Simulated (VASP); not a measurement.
Here is a VASP 6.6.1 calculation.

Contents of INCAR:

```
SYSTEM = CuO
ALGO     = Normal         ! electronic algorithm
AMIX     = 0.2          
AMIX_MAG = 0.8          
BMIX     = 1E-4         
BMIX_MAG = 1E-4         
EDIFF    = 1E-6           ! SCF threshold, eV
ENCUT    = 600            ! plane-wave cutoff, eV
GGA      = PE             ! functional
ISIF     = 2              ! what is computed and relaxed
ISMEAR   = 0              ! smearing method
ISPIN    = 2              ! spin polarisation
KPAR     = 4            
LASPH    = .TRUE.         ! aspherical terms in the spheres
LCHARG   = .FALSE.        ! write CHGCAR
LDAU     = .TRUE.         ! DFT+U
LDAUJ    = 0 0          
LDAUL    = 2 -1           ! shell
LDAUPRINT= 1            
LDAUTYPE = 2            
LDAUU    = 4 0            ! U, eV
LMAXMIX  = 4              ! l up to which the mixer works
LORBIT   = 11             ! projections on sites
LREAL    = .FALSE.        ! projectors in reciprocal space
LWAVE    = .FALSE.        ! write WAVECAR
MAGMOM   = 1 -1 -1 1 0 0 0 0 ! initial moments
NELM     = 150            ! most SCF steps
PREC     = Accurate       ! precision mode
SIGMA    = 0.03           ! smearing width, eV
```

KPOINTS

```
k-points
0
G
  6 8 6
  0 0 0
```

Contents of POSCAR:

```
CuO
1.0
    4.6837000000      0.0000000000      0.0000000000
    0.0000000000      3.4226000000      0.0000000000
   -0.8500274300      0.0000000000      5.0578693900
Cu O
4 4
Direct
    0.2500000000      0.2500000000      0.0000000000
    0.2500000000      0.7500000000      0.5000000000
    0.7500000000      0.7500000000      0.0000000000
    0.7500000000      0.2500000000      0.5000000000
    0.5000000000      0.9184000000      0.2500000000
    0.5000000000      0.0816000000      0.7500000000
    0.0000000000      0.4184000000      0.2500000000
    0.0000000000      0.5816000000      0.7500000000
```

Potentials or basis: VASP PAW PBE potentials, release 64 (Cu, O).

The run is started by

```sh
$ cat potpaw_PBE.64/Cu/POTCAR potpaw_PBE.64/O/POTCAR > POTCAR
$ mpirun -np 4 vasp_std > vasp.out
```

(1) Estimate the net moment.

(2) Estimate the pressure.

(3) What does it give for the site moments?

(4) Estimate the band gap on the k mesh.

Answers

(1) 0.00 μB per cell.

(2) 4.8 GPa.

(3) Cu +0.64, -0.64; O +0.01, -0.01 μB.

(4) 0.08 eV.
